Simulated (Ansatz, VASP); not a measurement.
## BP: VASP beside Ansatz

Contents of INCAR:

```
  ALGO = Normal
  EDIFF = 1E-6
  EDIFFG = -0.04
  ENCUT = 600
  GGA = PE
  IBRION = 2
  ISIF = 3
  ISMEAR = 0
  LASPH = T
  LCHARG = F
  LREAL = F
  LWAVE = F
  NELM = 100
  NSW = 90
  PREC = Accurate
  SIGMA = 0.1
```

Contents of KPOINTS:

```
k-points
0
Gamma
  6 6 6
```

File POSCAR:

```
BP
1.0
    3.0281818700      0.0000000000      0.0000000000
    0.0000000000      3.0281818700      0.0000000000
    0.0000000000      0.0000000000      3.0281818700
B P
1 1
Direct
    0.0000000000      0.0000000000      0.0000000000
    0.5000000000      0.5000000000      0.5000000000
```

Input for Ansatz:

```yaml
crystal:
  lattice:
    - [3.02818187, 0.0, 0.0]
    - [0.0, 3.02818187, 0.0]
    - [0.0, 0.0, 3.02818187]
  atoms:
    - { symbol: B, position: [0.0, 0.0, 0.0] }
    - { symbol: P, position: [0.5, 0.5, 0.5] }
basis:
  ecutwfc: 420
kpoints:
  mp_grid: { grid: [6, 6, 6] }
hamiltonian:
  xc: pbe
scf:
  occupations: { method: gaussian, width: 0.1 }
  lower_state_search: "off"
output:
  forces: true
  stress: true
  eigenvalues: true
relax:
  adjacent_minimum: "off"
  f_tol: 0.04
  max_steps: 70
  cell: { stress_tol: 0.4 }
```

Change from the starting cell: species swapped into the HoIr type (Pm-3m, No. 221).

Alike in both runs: task relaxation of cell and atoms; functional PBE; k mesh 6 × 6 × 6; occupations gaussian, width 0.1 eV; no spin polarisation.

|  | VASP | Ansatz |
| --- | --- | --- |
| version | VASP 6.6.1 | Ansatz 0.2.0 |
| potentials or method | VASP PAW PBE potentials, release 64 (B, P) | scalar-relativistic, plane waves, PAW |
| plane-wave cutoff (eV) | 600 | 420 |
| valence electrons in the cell | 8 | 8 |

```csv
,VASP,Ansatz,Ansatz less VASP
"gap on the k mesh at the Fermi level, each at its own relaxed structure (eV)",none,none,-
relaxed volume (Å³/atom),10.18,10.21,+0.027
relaxed cell length with the largest relative difference (Å),2.730,2.733,+0.0025
energy change over the relaxation (meV/atom),-315,-313,+2.5
```

A gap of «none» marks a metal or a gap that the smearing closes.

Caveats: the volume moved by over 15 % at a fixed basis, so the end points are rough (VASP); the bands computed are all filled at some k points, so no gap is given.
